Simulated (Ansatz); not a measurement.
An Ansatz input and the part of its output that reports the observables at the nuclei.

The cell is a computed structure from the Materials Project (it need not be an observed phase).

```yaml
crystal:
  lattice:
    - [5.105300459, 0.0, 0.0]
    - [-2.5526502295, 4.4213198915, 0.0]
    - [0.0, 0.0, 9.45492186]
  atoms:
    - { symbol: Ti, position: [0.66819234, 0.6637988, 0.38118347] }
    - { symbol: Ti, position: [0.33180766, 0.99560646, 0.88118347] }
    - { symbol: Ti, position: [0.6637988, 0.99560646, 0.61881653] }
    - { symbol: Ti, position: [0.6637988, 0.66819234, 0.88118347] }
    - { symbol: Ti, position: [0.3362012, 0.33180766, 0.11881653] }
    - { symbol: Ti, position: [0.99560646, 0.33180766, 0.38118347] }
    - { symbol: Ti, position: [0.3362012, 0.00439354, 0.38118347] }
    - { symbol: Ti, position: [0.66819234, 0.00439354, 0.11881653] }
    - { symbol: Ti, position: [0.00439354, 0.3362012, 0.88118347] }
    - { symbol: Ti, position: [0.33180766, 0.3362012, 0.61881653] }
    - { symbol: Ti, position: [0.00439354, 0.66819234, 0.61881653] }
    - { symbol: Ti, position: [0.99560646, 0.6637988, 0.11881653] }
    - { symbol: O, position: [0.6666666667, 0.3333333333, 0.25] }
    - { symbol: O, position: [0.3333333333, 0.6666666667, 0.75] }
kpoints:
  mp_grid: { grid: [8, 8, 4] }
scf:
  occupations: { method: fermi_dirac, width: 0.05 }
hamiltonian:
  xc: r2scan
  pseudopotentials: { kind: paw }
output:
  forces: true
  stress: true
  populations: true
  efg:
    quadrupole_moments_barn: { Ti: 0.247, O: -0.02558 }
    contact_densities: true
```

```sh
ansatz run input.yaml --threads 1 --pin off --max-ram 2560MiB --backend cpu --events-out ev --progress --plain --runs-dir out
```

Of the output, the block on the nuclei alone is shown; the set-up, the SCF iterations, energies, forces and stress are cut. One atom of each set with nearly equal values is shown.

```
--- PAW observables at the nuclei: V_zz in 10²¹ V/m², potentials from the cell's mean, atoms counted from 1 ---
  atom   1  Ti V_zz =    -2.585108   η = 0.4109   by run symmetry: allowed   C_q = -15.4394 MHz
            electrostatic potential = -2530.844950 V   contact ρ = 56726.385336 e/Å³
  atom  13  O  V_zz =    -0.189149   η = 0.0000   by run symmetry: allowed   C_q = +0.1170 MHz
            electrostatic potential = -625.744097 V   contact ρ = 2151.813428 e/Å³
```

Hardware: 1 thread of Intel Xeon 6975P-C (Granite Rapids) (x86_64; 44 cores open to the job, memory cap 2.5 GiB, no GPU), a shared host with a load of 0.5 a core. Wall time 54 s, CPU time 54 s, peak memory 1.3 GiB.

With no gap above 0.1 eV, as in a metal, the gradients converge slowly in k; expect changes of a tenth or more on a denser mesh. Semilocal functionals can leave a metal where correlation in the d or f shell opens a gap in the real compound, and that would change the values at and beside Ti.
